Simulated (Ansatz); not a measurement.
A nudged elastic band was laid between two geometries of a periodic cell of 13 atoms, Sr4HCl8 (host SrCl2, host structure Fm-3m, interstitial H), cell charge +1.

Computed with Ansatz, DFT PBEsol, scalar-relativistic, plane waves, PAW. Settings: cutoff 420 eV, k mesh 2x2x2, gaussian smearing 0.05 eV, no spin polarisation.

* movable images: 5
* climbing image: yes
* spring: 5.0 eV/Å²
* optimiser: quadratic models (default)
* start path: IDPP
* force threshold: 0.05 eV/Å
* iteration limit: 80
* end points: relaxed

Initial state:

```xyz
13
Lattice="6.9650 0.0000 0.0000 0.0000 6.9650 0.0000 0.0000 0.0000 6.9650" Properties=species:S:1:pos:R:3
Sr -0.040 0.298 -0.106
Cl 1.667 1.868 1.804
Cl 5.143 5.352 5.293
Sr 3.440 3.532 -0.017
Cl 5.575 5.361 1.813
Cl 1.759 1.869 5.285
Sr 3.446 0.206 3.623
Cl 5.152 1.870 5.285
Cl 1.726 5.352 1.804
Sr -0.040 3.443 3.714
Cl 1.666 5.353 5.284
Cl 5.143 1.876 1.802
H 0.176 -1.605 1.811
```

Final state:

```xyz
13
Lattice="6.9650 0.0000 0.0000 0.0000 6.9650 0.0000 0.0000 0.0000 6.9650" Properties=species:S:1:pos:R:3
Sr -0.049 -0.230 0.047
Cl 1.650 1.681 1.620
Cl 5.127 5.149 5.099
Sr 3.429 3.499 -0.050
Cl 5.143 5.165 1.615
Cl 1.761 1.680 5.098
Sr 3.440 -0.134 3.282
Cl 5.608 1.659 5.075
Cl 1.754 5.166 1.618
Sr -0.051 3.595 3.186
Cl 1.650 5.168 5.098
Cl 5.127 1.683 1.599
H 0.216 1.664 5.079
```

What changes between the two ends?

The atom that moves furthest is H13, by 4.62 Å.

Give the energies along the band, and the barrier.

The forces met the threshold. The highest image is number 1 of 0 to 6, 0.241 eV above the ends, which have the same energy within 2 meV. The profile has 3 maxima (images 1, 3, 5) with wells between them (images 2, 4): this band takes more than one step, which may be the mechanism or a detour left from its start path. By the program's own check the climbing image is of a kind that is not told: the force calls were inconclusive, a negative curvature could not be distinguished from the path's own, the only one lies far off the path, or fixed occupations may fill a level only in part (lowest curvatures found: -0.49 and 0.10 eV/Å²). Limits of this set-up: coarse k mesh, charged cell in a uniform background, uncorrected.

| image | path coordinate (Å) | energy (eV) |
| --- | --- | --- |
| 0 | 0.00 | 0.000 |
| 1 | 2.61 | 0.241 |
| 2 | 4.63 | 0.015 |
| 3 | 6.64 | 0.199 |
| 4 | 8.65 | 0.014 |
| 5 | 10.66 | 0.021 |
| 6 | 12.68 | 0.000 |

What is the geometry of the highest image?


```xyz
13
Lattice="6.9650 0.0000 0.0000 0.0000 6.9650 0.0000 0.0000 0.0000 6.9650" Properties=species:S:1:pos:R:3
Sr 0.289 -0.190 -0.374
Cl 0.981 1.930 1.471
Cl 5.149 5.039 5.467
Sr 3.173 3.293 -0.093
Cl 6.113 5.863 2.214
Cl 1.741 1.601 4.974
Sr 3.610 -0.044 3.662
Cl 5.196 1.526 5.578
Cl 2.491 5.720 1.288
Sr -0.277 3.201 3.738
Cl 1.694 5.032 4.808
Cl 4.438 2.360 2.267
H 0.212 -0.395 2.555
```

The run took 22 min on 2 threads of Intel(R) Xeon(R) Platinum 8488C (Sapphire Rapids) (shared host), peak memory 1.2 GiB.
